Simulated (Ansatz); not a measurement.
Crystal: Co.

```
Co
1.0
     2.47056    0.00000    0.00000
    -1.23528    2.13957    0.00000
     0.00000    0.00000    8.08823
Co
4
Cartesian
  1.2353 0.7132 6.0662
  0.0000 0.0000 4.0441
  0.0000 1.4264 2.0221
  0.0000 0.0000 0.0000
```

Base run:

```yaml
Program: Ansatz 0.2.0
Functional: PBE
Potentials_or_basis: Ansatz PAW
Cutoff: "420 eV (not typed: the program's choice for these potentials)"
k_mesh: 10 × 10 × 3
Occupations: fermi-dirac, width 0.05 eV
Spin: collinear spin, ferromagnetic start
Starting_moments: "[2.0, 2.0, 2.0, 2.0] μB"
Fixed_moment: 8 μB
```

Its results: pressure 12.2 GPa; site moments Co +2.03, +2.01 μB.

Q: The run is repeated on the same cell with these changes: fixed moment from 8 μB to 2 μB; moments at the start from [2.0, 2.0, 2.0, 2.0] to [0.5, 0.5, 0.5, 0.5]. What comes out?

A: Pressure -6.1 GPa; site moments Co +0.09, +0.97 μB.

Caveats: the total moment is fixed, so each spin has its own Fermi level; the thresholds are loose for stress.
